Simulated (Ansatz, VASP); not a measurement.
AgCl (Chlorargyrite): VASP beside Ansatz

Contents of INCAR:

```
PREC     = Accurate       # precision mode
ENCUT    = 520            # plane-wave cutoff, eV
EDIFF    = 1E-6           # SCF threshold, eV
ISMEAR   = 0              # smearing method
SIGMA    = 0.02           # smearing width, eV
LREAL    = False          # projectors in reciprocal space
LASPH    = True           # aspherical terms in the spheres
NELM     = 80             # most SCF steps
ALGO     = Normal         # electronic algorithm
ISIF     = 2              # what is computed and relaxed
LWAVE    = False          # write WAVECAR
LCHARG   = True           # write CHGCAR
LELF     = True           # ELF
LVHAR    = True         
NBANDS   = 16             # bands
```

KPOINTS

```
regular mesh
0
Gamma
  8 8 8
```

POSCAR

```
AgCl
1.0
    0.0000000000      2.7350000000      2.7350000000
    2.7350000000      0.0000000000      2.7350000000
    2.7350000000      2.7350000000      0.0000000000
Ag Cl
1 1
Direct
    0.0000000000      0.0000000000      0.0000000000
    0.5000000000      0.5000000000      0.5000000000
```

File input.yaml:

```yaml
crystal:
  lattice:
    - [0.0, 2.735, 2.735]
    - [2.735, 0.0, 2.735]
    - [2.735, 2.735, 0.0]
  atoms:
    - { symbol: Ag, position: [0.0, 0.0, 0.0] }
    - { symbol: Cl, position: [0.5, 0.5, 0.5] }
kpoints:
  mp_grid: { grid: [8, 8, 8] }
scf:
  occupations: { method: gaussian, width: 0.02 }
hamiltonian:
  xc: lda
  pseudopotentials: { kind: all_electron, lapw: { basis_error: 0.001 } }
output:
  forces: true
  stress: true
  eigenvalues: true
```

Alike in both runs: task single point; functional LDA; k mesh 8 × 8 × 8; occupations gaussian, width 0.02 eV; no spin polarisation.

|  | VASP | Ansatz |
| --- | --- | --- |
| version | VASP 6.6.1 | Ansatz 0.2.0 |
| potentials or method | VASP PAW LDA potentials, release 64 (Ag, Cl) | all-electron LAPW, scalar-relativistic |
| plane-wave cutoff (eV) | 520 | see its input |

Ansatz gave:

```
gap on the k mesh at the Fermi level (eV) : 0.61
least direct gap on the mesh (eV)         : 3.09
pressure (GPa)                            : -3.8
```

**Question.** What did VASP give for the same quantities?

**Answer.** gap on the k mesh at the Fermi level (eV): 0.64; least direct gap on the mesh (eV): 3.11; pressure (GPa): -3.8.

Ansatz ran all-electron here, so the differences hold the error of VASP's frozen core and of both bases.

A k mesh can miss the band edges.
